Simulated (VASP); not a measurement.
# W7S16 (a cell with a defect) in VASP: a series of runs, part 2 of 2

VASP 6.6.1. Earlier steps stand in the parts before.

## 4. Single point, PBEsol

Contents of INCAR:

```
PREC = Accurate
ENCUT = 350
EDIFF = 1E-5
ISMEAR = 0
SIGMA = 0.03
LREAL = Auto
LASPH = True
NELM = 120
ALGO = Normal
ISIF = 2
LWAVE = False
LCHARG = False
GGA = PS
NBANDS = 114
LORBIT = 11
KPAR = 4
```

Contents of KPOINTS:

```
Automatic mesh
0
Gamma
  3 3 2
```

Contents of POSCAR:

```
W7S16
1.0
    6.3064000000      0.0000000000      0.0000000000
   -3.1532000000      5.4615026064      0.0000000000
    0.0000000000      0.0000000000     12.3230000000
W S
7 16
Direct
    0.1666666667      0.8333333333      0.2500000000
    0.6666666667      0.3333333333      0.2500000000
    0.6666666667      0.8333333333      0.2500000000
    0.3333333333      0.1666666667      0.7500000000
    0.3333333333      0.6666666667      0.7500000000
    0.8333333333      0.1666666667      0.7500000000
    0.8333333333      0.6666666667      0.7500000000
    0.1666666667      0.3333333333      0.6225000000
    0.1666666667      0.8333333333      0.6225000000
    0.6666666667      0.3333333333      0.6225000000
    0.6666666667      0.8333333333      0.6225000000
    0.3333333333      0.1666666667      0.1225000000
    0.3333333333      0.6666666667      0.1225000000
    0.8333333333      0.1666666667      0.1225000000
    0.8333333333      0.6666666667      0.1225000000
    0.1666666667      0.3333333333      0.8775000000
    0.1666666667      0.8333333333      0.8775000000
    0.6666666667      0.3333333333      0.8775000000
    0.6666666667      0.8333333333      0.8775000000
    0.3333333333      0.1666666667      0.3775000000
    0.3333333333      0.6666666667      0.3775000000
    0.8333333333      0.1666666667      0.3775000000
    0.8333333333      0.6666666667      0.3775000000
```

Potentials or basis: VASP PAW PBE potentials, release 64 (W_sv, S).

The run is started by

```
$ cat potpaw_PBE.64/W_sv/POTCAR potpaw_PBE.64/S/POTCAR > POTCAR
$ mpirun -np 4 vasp_std > vasp.out
```

OUTCAR:

```text
PREC = Accurate
   ENCUT = 350
   EDIFF = 1E-5
   ISMEAR = 0
   LREAL = Auto
   LASPH = True
   NELM = 120
   ISIF = 2
   GGA = PS
   LORBIT = 11

 ion  position               nearest neighbor table
   1  0.167  0.833  0.250-  13 2.40  21 2.40  20 2.40  12 2.40  15 2.40  23 2.40   2 3.15   2 3.15
                             3 3.15   3 3.15
   2  0.667  0.333  0.250-  14 2.40  22 2.40  15 2.40  23 2.40  12 2.40  20 2.40   1 3.15   3 3.15
                             3 3.15   1 3.15
   3  0.667  0.833  0.250-  15 2.40  23 2.40  22 2.40  14 2.40  13 2.40  21 2.40   2 3.15   2 3.15
                             1 3.15   1 3.15
   4  0.333  0.167  0.750-   8 2.40  16 2.40   9 2.40  17 2.40  10 2.40  18 2.40   5 3.15   7 3.15
                             5 3.15   7 3.15   6 3.15   6 3.15
   5  0.333  0.667  0.750-   9 2.40  17 2.40  16 2.40   8 2.40  11 2.40  19 2.40   4 3.15   6 3.15
                             4 3.15   6 3.15   7 3.15   7 3.15
   6  0.833  0.167  0.750-  10 2.40  18 2.40  11 2.40  19 2.40   8 2.40  16 2.40   5 3.15   7 3.15
                             7 3.15   5 3.15   4 3.15   4 3.15
   7  0.833  0.667  0.750-  11 2.40  19 2.40  18 2.40  10 2.40   9 2.40  17 2.40   4 3.15   6 3.15
                             6 3.15   4 3.15   5 3.15   5 3.15
   8  0.167  0.333  0.623-   4 2.40   5 2.40   6 2.40
   9  0.167  0.833  0.623-   5 2.40   4 2.40   7 2.40
  10  0.667  0.333  0.623-   6 2.40   7 2.40   4 2.40
  11  0.667  0.833  0.623-   7 2.40   6 2.40   5 2.40
  12  0.333  0.167  0.123-   1 2.40   2 2.40
  13  0.333  0.667  0.123-   1 2.40   3 2.40
  14  0.833  0.167  0.123-   2 2.40   3 2.40
  15  0.833  0.667  0.123-   3 2.40   2 2.40   1 2.40
  16  0.167  0.333  0.877-   4 2.40   5 2.40   6 2.40
  17  0.167  0.833  0.877-   5 2.40   4 2.40   7 2.40
  18  0.667  0.333  0.877-   6 2.40   7 2.40   4 2.40
  19  0.667  0.833  0.877-   7 2.40   6 2.40   5 2.40
  20  0.333  0.167  0.377-   1 2.40   2 2.40
  21  0.333  0.667  0.377-   1 2.40   3 2.40
  22  0.833  0.167  0.377-   2 2.40   3 2.40
  23  0.833  0.667  0.377-   3 2.40   2 2.40   1 2.40

  LATTYP: Found a hexagonal cell.
 ALAT       =     6.3064000000
 C/A-ratio  =     1.9540466827

  Lattice vectors:

 A1 = (   6.3064000000,   0.0000000000,   0.0000000000)
 A2 = (  -3.1532000000,   5.4615026064,   0.0000000000)
[... 198 lines left out ...]
  ---------------------------------------------------
  free energy    TOTEN  =      -181.69277346 eV

  energy without entropy =     -181.67656145  energy(sigma->0) =     -181.68466746

 E-fermi :   6.5338     XC(G=0): -10.8751

 val. band max:        6.5199655437   @ k =   0.3333  -0.0000   0.0000
 cond. band min:       6.5420045519   @ k =   0.3333  -0.0000   0.5000
 fundamental gap:      0.0220390082
 Fermi energy:         6.5337572188

 k-point     1 :       0.0000    0.0000    0.0000
  band No.  band energies     occupation
      1     -68.0624      2.00000
      2     -68.0480      2.00000
      3     -68.0480      2.00000
      4     -67.7660      2.00000
      5     -67.7480      2.00000
      6     -67.7480      2.00000
[... 661 lines left out ...]
    108       8.8040      0.00000
    109       8.9859      0.00000
 [bands above 109 left out]

------------------------ aborting loop because EDIFF is reached ----------------------------------------

  FORCE on cell =-STRESS in cart. coord.  units (eV):
  Direction    XX          YY          ZZ          XY          YZ          ZX
  --------------------------------------------------------------------------------------
  -------------------------------------------------------------------------------------
  Total       -5.7584419     -5.7584419     -6.1148190      0.0000000      0.0000000     -0.0000000
  in kB      -21.7372933    -21.7372933    -23.0825659      0.0000000      0.0000000     -0.0000000
  external PRESSURE =     -22.1857175 kB  Pullay stress =       0.0000000 kB

 VOLUME and BASIS-vectors are now :
 -----------------------------------------------------------------------------
  energy-cutoff  :      350.00
  volume of cell :      424.43
      direct lattice vectors                 reciprocal lattice vectors
     6.306400000  0.000000000  0.000000000     0.158569073  0.091549897  0.000000000
    -3.153200000  5.461502606  0.000000000     0.000000000  0.183099794  0.000000000
     0.000000000  0.000000000 12.323000000     0.000000000  0.000000000  0.081149071

 POSITION                                       TOTAL-FORCE (eV/Angst)
 -----------------------------------------------------------------------------------
     -1.57660      4.55125      3.08075         0.796197      0.459684      0.000000
      3.15320      1.82050      3.08075         0.000000     -0.919369      0.000000
      1.57660      4.55125      3.08075        -0.796197      0.459684      0.000000
      1.57660      0.91025      9.24225        -0.019108      0.011032      0.000000
     -0.00000      3.64100      9.24225         0.000000     -0.022064      0.000000
      4.72980      0.91025      9.24225         0.019108      0.011032      0.000000
[... 15 lines left out ...]
      4.72980      0.91025      4.65193        -0.089288     -0.051551     -0.531542
      3.15320      3.64100      4.65193         0.000000      0.000000     -0.316753
 -----------------------------------------------------------------------------------
    total drift:                                0.000000     -0.000001      0.000000

  FREE ENERGIE OF THE ION-ELECTRON SYSTEM (eV)
  ---------------------------------------------------
  free  energy   TOTEN  =      -181.6927734585 eV

  energy  without entropy=     -181.6765614544  energy(sigma->0) =     -181.68466746

 total charge

# of ion       s       p       d       tot
------------------------------------------
    1        2.339   6.328   3.338  12.005
    2        2.339   6.328   3.338  12.005
    3        2.339   6.328   3.338  12.005
    4        2.324   6.335   3.407  12.066
    5        2.324   6.335   3.407  12.066
    6        2.324   6.335   3.407  12.066
[... 15 lines left out ...]
   22        1.369   2.258   0.000   3.627
   23        1.359   2.321   0.000   3.680
--------------------------------------------------
tot         38.080  81.238  23.644 142.962
```

OSZICAR:

```text
N       E                     dE             d eps       ncg     rms          rms(c)
DAV:   1     0.178182567754E+04    0.17818E+04   -0.83967E+04  1552   0.126E+03
DAV:   2    -0.405507256499E+02   -0.18224E+04   -0.17686E+04  1604   0.392E+02
DAV:   3    -0.187054647526E+03   -0.14650E+03   -0.14256E+03  1696   0.107E+02
DAV:   4    -0.192517162196E+03   -0.54625E+01   -0.54111E+01  1608   0.205E+01
DAV:   5    -0.192714722479E+03   -0.19756E+00   -0.19714E+00  1792   0.375E+00    0.718E+01
DAV:   6    -0.185294090692E+03    0.74206E+01   -0.81710E+01  1644   0.243E+01    0.340E+01
DAV:   7    -0.184866916981E+03    0.42717E+00   -0.53595E+01  1608   0.171E+01    0.176E+01
DAV:   8    -0.181747084653E+03    0.31198E+01   -0.12394E+01  1618   0.864E+00    0.572E+00
DAV:   9    -0.181698966762E+03    0.48118E-01   -0.10062E+00  1640   0.274E+00    0.200E+00
DAV:  10    -0.181697168016E+03    0.17987E-02   -0.69309E-02  1734   0.684E-01    0.129E+00
DAV:  11    -0.181695080691E+03    0.20873E-02   -0.22646E-02  1760   0.489E-01    0.672E-01
DAV:  12    -0.181693952634E+03    0.11281E-02   -0.20506E-02  1742   0.314E-01    0.510E-01
DAV:  13    -0.181693283749E+03    0.66889E-03   -0.11605E-02  1704   0.192E-01    0.271E-01
DAV:  14    -0.181692792146E+03    0.49160E-03   -0.58275E-04  1664   0.799E-02    0.118E-01
DAV:  15    -0.181692772452E+03    0.19695E-04   -0.28898E-04  1640   0.454E-02    0.479E-02
DAV:  16    -0.181692773458E+03   -0.10067E-05   -0.25172E-05  1360   0.158E-02
   1 F= -.18169277E+03 E0= -.18168467E+03  d E =-.162120E-01
```

stdout:

```text
POSCAR found type information on POSCAR W S
 POSCAR found :  2 types and      23 ions
 scaLAPACK will be used
 -----------------------------------------------------------------------------
|                                                                             |
|                                                                             |
|     You enforced a specific xc type in the INCAR file but a different       |
|     I HOPE YOU KNOW WHAT YOU ARE DOING!                                     |
|                                                                             |
 -----------------------------------------------------------------------------

 LDA part: xc-table for (Slater+PW92), standard interpolation
 POSCAR, INCAR and KPOINTS ok, starting setup
 FFT: planning ... GRIDC
 FFT: planning ... GRID_SOFT
 FFT: planning ... GRID
 WAVECAR not read
 entering main loop
```

Run time: 54 s. Hardware: 4 MPI ranks of Intel Xeon 6975P-C (Granite Rapids), shared host; peak memory 0.4 GiB.

What came out:

| Property | Result |
| --- | --- |
| Free energy | -181.6928 eV |
| Pressure | -2.2 GPa |
| Largest force | 0.919 eV/Å |
| Band gap on the k mesh | none (metal or under the smearing width) |
| Valence electrons inside the program's atomic spheres | W 12.01, 12.07; S 3.69, 3.63, 3.68 |

Forces on the atoms (eV/Å):
```
W    0.796  0.460  0.000
W    0.000 -0.919  0.000
W   -0.796  0.460  0.000
W   -0.019  0.011  0.000
W    0.000 -0.022  0.000
W    0.019  0.011  0.000
W    0.000  0.000  0.000
S    0.000  0.000  0.142
S    0.003  0.002  0.122
S    0.000 -0.003  0.122
S   -0.003  0.002  0.122
S    0.089 -0.052  0.532
S    0.000  0.103  0.532
S   -0.089 -0.052  0.532
S    0.000  0.000  0.317
S    0.000  0.000 -0.142
S    0.003  0.002 -0.122
S    0.000 -0.003 -0.122
S   -0.003  0.002 -0.122
S    0.089 -0.052 -0.532
S    0.000  0.103 -0.532
S   -0.089 -0.052 -0.532
S    0.000  0.000 -0.317
```

Stress tensor (GPa, compression positive):
```
-2.17  0.00  0.00
 0.00 -2.17  0.00
 0.00  0.00 -2.31
```

Levels at points of the mesh, in eV from the Fermi level:
| k point | band 95 | band 96 | band 97 | band 98 | band 99 | band 100 |
| --- | --- | --- | --- | --- | --- | --- |
| (0.00, 0.00, 0.00) | -0.54 | -0.54 | -0.28 | 0.32 | 0.32 | 1.03 |
| (0.00, 0.00, 0.50) | -0.55 | -0.55 | -0.02 | 0.33 | 0.33 | 1.03 |

Caveat: the k mesh is coarse (spacing up to 0.38 Å⁻¹), so the values aren't converged; the PAW data sets were made with another functional, which shifts forces and pressure a little.

## 5. Single point, PBEsol, collinear spin, ferromagnetic start

Contents of INCAR:

```
PREC = Accurate
ENCUT = 350
EDIFF = 1E-5
ISMEAR = 0
SIGMA = 0.03
LREAL = Auto
LASPH = True
NELM = 120
ALGO = All
ISIF = 2
LWAVE = False
LCHARG = False
ISPIN = 2
MAGMOM = 0 0 0 0 0 0 0 0 0 0 0 0.33 0.33 0.33 0 0 0 0 0 0.33 0.33 0.33 0
LORBIT = 11
LMAXMIX = 4
GGA = PS
NBANDS = 118
ISYM = 0
KPAR = 4
```

KPOINTS is that of step 4.

POSCAR is that of step 4.

Potentials or basis: VASP PAW PBE potentials, release 64 (W_sv, S).

The run is started by

```
$ cat potpaw_PBE.64/W_sv/POTCAR potpaw_PBE.64/S/POTCAR > POTCAR
$ mpirun -np 4 vasp_std > vasp.out
```

OUTCAR:

```text
PREC = Accurate
   ENCUT = 350
   EDIFF = 1E-5
   ISMEAR = 0
   LREAL = Auto
   LASPH = True
   NELM = 120
   ISIF = 2
   ISPIN = 2
   LORBIT = 11
   GGA = PS
   ISYM = 0

 ion  position               nearest neighbor table
   1  0.167  0.833  0.250-  13 2.40  21 2.40  20 2.40  12 2.40  15 2.40  23 2.40   2 3.15   2 3.15
                             3 3.15   3 3.15
   2  0.667  0.333  0.250-  14 2.40  22 2.40  15 2.40  23 2.40  12 2.40  20 2.40   1 3.15   3 3.15
                             3 3.15   1 3.15
   3  0.667  0.833  0.250-  15 2.40  23 2.40  22 2.40  14 2.40  13 2.40  21 2.40   2 3.15   2 3.15
                             1 3.15   1 3.15
   4  0.333  0.167  0.750-   8 2.40  16 2.40   9 2.40  17 2.40  10 2.40  18 2.40   5 3.15   7 3.15
                             5 3.15   7 3.15   6 3.15   6 3.15
   5  0.333  0.667  0.750-   9 2.40  17 2.40  16 2.40   8 2.40  11 2.40  19 2.40   4 3.15   6 3.15
                             4 3.15   6 3.15   7 3.15   7 3.15
   6  0.833  0.167  0.750-  10 2.40  18 2.40  11 2.40  19 2.40   8 2.40  16 2.40   5 3.15   7 3.15
                             7 3.15   5 3.15   4 3.15   4 3.15
   7  0.833  0.667  0.750-  11 2.40  19 2.40  18 2.40  10 2.40   9 2.40  17 2.40   4 3.15   6 3.15
                             6 3.15   4 3.15   5 3.15   5 3.15
   8  0.167  0.333  0.623-   4 2.40   5 2.40   6 2.40
   9  0.167  0.833  0.623-   5 2.40   4 2.40   7 2.40
  10  0.667  0.333  0.623-   6 2.40   7 2.40   4 2.40
  11  0.667  0.833  0.623-   7 2.40   6 2.40   5 2.40
  12  0.333  0.167  0.123-   1 2.40   2 2.40
  13  0.333  0.667  0.123-   1 2.40   3 2.40
  14  0.833  0.167  0.123-   2 2.40   3 2.40
  15  0.833  0.667  0.123-   3 2.40   2 2.40   1 2.40
  16  0.167  0.333  0.877-   4 2.40   5 2.40   6 2.40
  17  0.167  0.833  0.877-   5 2.40   4 2.40   7 2.40
  18  0.667  0.333  0.877-   6 2.40   7 2.40   4 2.40
  19  0.667  0.833  0.877-   7 2.40   6 2.40   5 2.40
  20  0.333  0.167  0.377-   1 2.40   2 2.40
  21  0.333  0.667  0.377-   1 2.40   3 2.40
  22  0.833  0.167  0.377-   2 2.40   3 2.40
  23  0.833  0.667  0.377-   3 2.40   2 2.40   1 2.40
[... 1302 lines left out ...]
    109       8.9671      0.00000
 Fermi energy:         6.5199408829

 spin component 2

 k-point     1 :       0.0000    0.0000    0.0000
  band No.  band energies     occupation
      1     -68.0589      1.00000
      2     -68.0446      1.00000
      3     -68.0445      1.00000
      4     -67.7821      1.00000
      5     -67.7642      1.00000
      6     -67.7642      1.00000
[... 1109 lines left out ...]
    108       8.8384      0.00000
    109       8.9811      0.00000
 [bands above 109 left out]

------------------------ aborting loop because EDIFF is reached ----------------------------------------

  FORCE on cell =-STRESS in cart. coord.  units (eV):
  Direction    XX          YY          ZZ          XY          YZ          ZX
  --------------------------------------------------------------------------------------
  -------------------------------------------------------------------------------------
  Total       -5.4161201     -5.4149778     -6.3737587      0.0000774     -0.0000027     -0.0000548
  in kB      -20.4450776    -20.4407654    -24.0600259      0.0002920     -0.0000102     -0.0002069
  external PRESSURE =     -21.6486229 kB  Pullay stress =       0.0000000 kB

 VOLUME and BASIS-vectors are now :
 -----------------------------------------------------------------------------
  energy-cutoff  :      350.00
  volume of cell :      424.43
      direct lattice vectors                 reciprocal lattice vectors
     6.306400000  0.000000000  0.000000000     0.158569073  0.091549897  0.000000000
    -3.153200000  5.461502606  0.000000000     0.000000000  0.183099794  0.000000000
     0.000000000  0.000000000 12.323000000     0.000000000  0.000000000  0.081149071

 POSITION                                       TOTAL-FORCE (eV/Angst)
 -----------------------------------------------------------------------------------
     -1.57660      4.55125      3.08075         0.897584      0.518199      0.006652
      3.15320      1.82050      3.08075         0.000058     -1.036356      0.006617
      1.57660      4.55125      3.08075        -0.897581      0.518240      0.006595
      1.57660      0.91025      9.24225        -0.017901      0.010329     -0.004708
     -0.00000      3.64100      9.24225         0.000007     -0.020676     -0.004689
      4.72980      0.91025      9.24225         0.017900      0.010333     -0.004682
[... 15 lines left out ...]
      4.72980      0.91025      4.65193        -0.111644     -0.064487     -0.539231
      3.15320      3.64100      4.65193         0.000056      0.000028     -0.301710
 -----------------------------------------------------------------------------------
    total drift:                                0.000186      0.000291      0.001197

  FREE ENERGIE OF THE ION-ELECTRON SYSTEM (eV)
  ---------------------------------------------------
  free  energy   TOTEN  =      -181.7067710860 eV

  energy  without entropy=     -181.6990772878  energy(sigma->0) =     -181.70292419

 total charge

# of ion       s       p       d       tot
------------------------------------------
    1        2.339   6.328   3.335  12.002
    2        2.339   6.328   3.335  12.002
    3        2.339   6.328   3.335  12.002
    4        2.324   6.335   3.407  12.066
    5        2.324   6.335   3.407  12.066
    6        2.324   6.335   3.407  12.066
[... 15 lines left out ...]
   22        1.368   2.262   0.000   3.630
   23        1.359   2.321   0.000   3.680
--------------------------------------------------
tot         38.078  81.257  23.634 142.969

 magnetization (x)

# of ion       s       p       d       tot
------------------------------------------
    1        0.002   0.004   0.111   0.117
    2        0.002   0.004   0.111   0.117
    3        0.002   0.004   0.111   0.117
    4        0.000   0.000   0.005   0.005
    5        0.000   0.000   0.005   0.005
    6        0.000   0.000   0.005   0.005
[... 15 lines left out ...]
   22        0.002   0.061   0.000   0.064
   23       -0.000   0.007   0.000   0.006
--------------------------------------------------
tot          0.023   0.401   0.348   0.772
```

Run time: 3.3 min. Hardware: 4 MPI ranks of Intel Xeon 6975P-C (Granite Rapids), shared host; peak memory 1.1 GiB.

Results:

- Free energy: -181.7068 eV
- Pressure: -2.2 GPa
- Largest force: 1.036 eV/Å
- Band gap on the k mesh: none (metal or under the smearing width)
- Net moment: 1.14 μB per cell
- Site moments: W +0.12, +0.01, +0.00; S +0.00, +0.06, +0.01 μB
- Valence electrons inside the program's atomic spheres: W 12.00, 12.07; S 3.69, 3.63, 3.68

Forces in eV/Å, atoms in the order of the input:
```
W    0.898  0.518  0.007
W    0.000 -1.036  0.007
W   -0.898  0.518  0.007
W   -0.018  0.010 -0.005
W    0.000 -0.021 -0.005
W    0.018  0.010 -0.005
W    0.000  0.000 -0.005
S    0.000  0.000  0.131
S    0.004  0.002  0.116
S    0.000 -0.005  0.116
S   -0.004  0.002  0.116
S    0.111 -0.064  0.545
S    0.000  0.129  0.545
S   -0.111 -0.064  0.545
S    0.000  0.000  0.307
S    0.000  0.000 -0.137
S    0.004  0.002 -0.121
S    0.000 -0.005 -0.121
S   -0.004  0.002 -0.121
S    0.112 -0.065 -0.539
S    0.000  0.129 -0.539
S   -0.112 -0.064 -0.539
S    0.000  0.000 -0.302
```

Stress tensor (GPa, compression positive):
```
-2.04  0.00  0.00
 0.00 -2.04  0.00
 0.00  0.00 -2.41
```

Caveat: the k mesh is coarse (spacing up to 0.38 Å⁻¹), so the values aren't converged; the PAW data sets were made with another functional, which shifts forces and pressure a little. Spin-orbit coupling is left out, which matters for the levels of W.
